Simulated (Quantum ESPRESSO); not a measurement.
The system is CoO.

```xyz
2
Lattice="2.5705 0.0000 0.0000 0.0000 2.5705 0.0000 0.0000 0.0000 2.5705" Properties=species:S:1:pos:R:3 pbc="T T T"
Co    0.0000    0.0000    0.0000
O     1.2853    1.2853    1.2853
```

Measurements of this composition are mostly on another form, of space group No. 225.

| Property | Result |
| --- | --- |
| Program | Quantum ESPRESSO 7.5 |
| Task | phonons |
| Functional | PBEsol |
| Potentials or basis | PseudoDojo 0.4.1 SR PBEsol standard |
| Cutoff | 1306 eV |
| Density cutoff | 5225 eV |
| k mesh | 6 × 6 × 6, shifted |
| Occupations | fermi-dirac, width 0.05 eV |
| Spin | collinear spin, ferromagnetic start |
| Starting moments | [2.0, 0.0] μB |
| Mixing beta | 0.3 |
| Most SCF iterations | 120 |
| SCF threshold | 4e-10 Ry |

The cell and the atoms were relaxed first, to 8.48 Å³/atom (a = 2.570 Å, b = 2.570 Å, c = 2.570 Å, α = 90.00°, β = 90.00°, γ = 90.00°), and the response was taken there.

Task: What is the highest optical frequency at the zone centre?

Result: 90i cm⁻¹, a mode of symmetry T1u (IR).

Optical modes at Γ, degenerate ones joined:
```csv
cm⁻¹,components,symmetry,active in
90i,3,T1u,IR
```

Caveat: the k mesh is coarse (spacing up to 0.41 Å⁻¹), so the values aren't converged; the mesh is thin for the phonons of a metal; some modes are imaginary; before the sum rule the acoustic modes lie tens of cm⁻¹ from zero, a sign that the density grid also shifts the optical modes; a cell with one magnetic atom can't hold antiferromagnetic order, which such compounds often take.
